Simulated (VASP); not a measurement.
**ZrN: band structure with PW91**

ZrN:

```
CELL_PARAMETERS angstrom
0.00000 2.30000 2.30000
2.30000 0.00000 2.30000
2.30000 2.30000 0.00000
ATOMIC_POSITIONS crystal
Zr 0.50000 0.50000 0.50000
N 0.00000 0.00000 0.00000
```

| Quantity | Value |
| --- | --- |
| Program | VASP 6.6.1 |
| Task | band structure |
| Functional | PW91 |
| Potentials or basis | VASP PAW PBE potentials, release 64 (Zr_sv, N) |
| Cutoff | 520 eV |
| k mesh | 10 × 10 × 10 |
| Occupations | fermi-dirac, width 0.05 eV |
| Spin | no spin polarisation |
| Further INCAR settings | ALGO = Fast; EDIFF = 1e-06 |

The band gap along the path is none (metal or under the smearing width).

Levels at the corners of the path, in eV from the Fermi level:
```csv
point,band 7,band 8,band 9,band 10,band 11,band 12
Γ,-2.69,-2.69,-0.43,-0.43,-0.43,1.52
X,-3.46,-3.19,-3.19,3.28,4.41,4.43
X,-3.46,-3.19,-3.19,3.28,4.41,4.41
W,-4.75,-4.75,0.97,0.97,4.42,4.49
W,-4.75,-4.75,0.97,0.97,4.42,4.49
K,-4.75,-4.47,-0.73,3.31,3.57,5.03
K,-4.75,-4.47,-0.73,3.31,3.57,5.03
Γ,-2.69,-2.69,-0.43,-0.43,-0.43,1.52
Γ,-2.69,-2.69,-0.43,-0.43,-0.43,1.52
L,-5.68,-5.68,2.93,2.99,2.99,4.74
L,-5.68,-5.68,2.93,2.99,2.99,4.74
U,-4.75,-4.47,-0.73,3.31,3.57,5.03
U,-4.75,-4.47,-0.73,3.31,3.57,5.03
W,-4.75,-4.75,0.97,0.97,4.42,4.49
W,-4.75,-4.75,0.97,0.97,4.42,4.49
L,-5.68,-5.68,2.93,2.99,2.99,4.74
L,-5.68,-5.68,2.93,2.99,2.99,4.74
K,-4.75,-4.47,-0.73,3.31,3.57,5.04
U,-4.75,-4.47,-0.73,3.31,3.57,5.04
X,-3.46,-3.19,-3.19,3.28,4.41,4.41
```

Run time: 25 s on 1 thread of Intel(R) Xeon(R) 6975P-C (Granite Rapids) (shared host), peak memory 0.18 GiB.

Caveat: the log is that of the step along the path at fixed density, whose energy, stress, charges and moments have no meaning.
